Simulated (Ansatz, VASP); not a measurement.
# One calculation of C, two programs

Contents of INCAR:

```
SYSTEM = C
PREC = Accurate
ENCUT = 520
EDIFF = 1E-7
ISMEAR = -1
SIGMA = 0.05
LREAL = .False.
LASPH = .True.
NELM = 80
ALGO = Normal
ISIF = 2
LWAVE = .False.
LCHARG = .False.
GGA = PE
NBANDS = 11
```

KPOINTS

```
Automatic mesh
0
Gamma
  11 11 11
  0 0 0
```

The input POSCAR:

```
C
1.0
    0.0000000000      1.7833700000      1.8012037000
    1.7833700000      0.0000000000      1.8012037000
    1.7833700000      1.7833700000      0.0000000000
C
2
Direct
    0.7500000000      0.7500000000      0.7500000000
    0.5000000000      0.5000000000      0.5000000000
```

Contents of input.yaml:

```yaml
crystal:
  lattice:
    - [0.0, 1.78337, 1.8012037]
    - [1.78337, 0.0, 1.8012037]
    - [1.78337, 1.78337, 0.0]
  atoms:
    - { symbol: C, position: [0.75, 0.75, 0.75] }
    - { symbol: C, position: [0.5, 0.5, 0.5] }
hamiltonian:
  xc: pbe
  pseudopotentials: { kind: paw }
kpoints:
  mp_grid: { grid: [11, 11, 11] }
  band_path:
    path:
      - [[0.0, 0.0, 0.0], [0.0, 0.5, 0.5], [-0.2450740124, 0.5, 0.2549259876], [-0.3725370062, 0.3725370062, 0.0], [0.0, 0.0, 0.0], [0.5, 0.5, 0.0], [0.3725370062, 0.6274629938, 0.0], [0.0, 0.5, 0.0], [0.25, 0.75, 0.5], [0.5, 0.7549259876, 0.2549259876], [0.5, 0.5, 0.0]]
      - [[0.0, 0.5, 0.5], [0.25, 0.75, 0.5]]
    npoints: 14
scf:
  occupations: { method: fermi_dirac, width: 0.05 }
  n_extra_bands: 6
output:
  forces: true
  stress: true
  eigenvalues: true
  fatbands: true
```

This isn't the form of C at room conditions, which is graphite.

Alike in both runs: functional PBE; k mesh 11 × 11 × 11; occupations fermi-dirac, width 0.05 eV; no spin polarisation.

|  | VASP | Ansatz |
| --- | --- | --- |
| version | VASP 6.6.1 | Ansatz 0.2.0 |
| potentials or method | VASP PAW PBE potentials, release 64 (C) | Ansatz PAW |
| plane-wave cutoff (eV) | 520 | 420 |
| valence electrons in the cell | 8 | 8 |
| task | single point | band structure |

Ansatz gave:

```
gap on the k mesh at the Fermi level (eV)       : 3.99
least direct gap on the mesh (eV)               : 5.48
pressure (GPa)                                  : -2.5
largest component of the traceless stress (GPa) : 6.17
```

Problem. Which values does VASP return?

Solution. gap on the k mesh at the Fermi level (eV): 3.98; least direct gap on the mesh (eV): 5.47; pressure (GPa): -1.9; largest component of the traceless stress (GPa): 6.17.

Caveats: an odd mesh through Γ misses points on the zone boundary, where band edges often lie (VASP); the pressure holds a Pulay correction of +1.0 GPa for the finite cutoff (Ansatz).
